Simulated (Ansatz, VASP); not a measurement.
**H in VASP and in Ansatz**

```xyz
1
Lattice="2.6496 0.0000 0.0000 0.0000 2.6496 0.0000 0.0000 0.0000 0.9805" Properties=species:S:1:pos:R:3 pbc="T T T"
H     0.0000    0.0000    0.4902
```

Alike in both runs: task relaxation of cell and atoms; functional PBE; k mesh 10 × 10 × 26; occupations fermi-dirac, width 0.05 eV; no spin polarisation.

|  | VASP | Ansatz |
| --- | --- | --- |
| version | VASP 6.6.1 | Ansatz 0.2.0 |
| potentials or method | VASP PAW PBE potentials, release 54 (H) | Ansatz PAW |
| plane-wave cutoff (eV) | 900 | 420 |
| valence electrons in the cell | 1 | 1 |

```tsv
	VASP	Ansatz	Ansatz less VASP
gap on the k mesh at the Fermi level, each at its own relaxed structure (eV)	none	none	-
relaxed volume (Å³/atom)	11.15	11.49	+0.341
relaxed cell length with the largest relative difference (Å)	3.363	3.413	+0.0503
energy change over the relaxation (meV/atom)	-19	-20	-0.5
```

A gap of «none» marks a metal or a gap that the smearing closes.

Caveats: the volume moved by over 15 % at a fixed basis, so the end points are rough; the plane-wave basis is chosen anew once the cell has moved, so the energies of steps on either side of that aren't comparable (Ansatz).
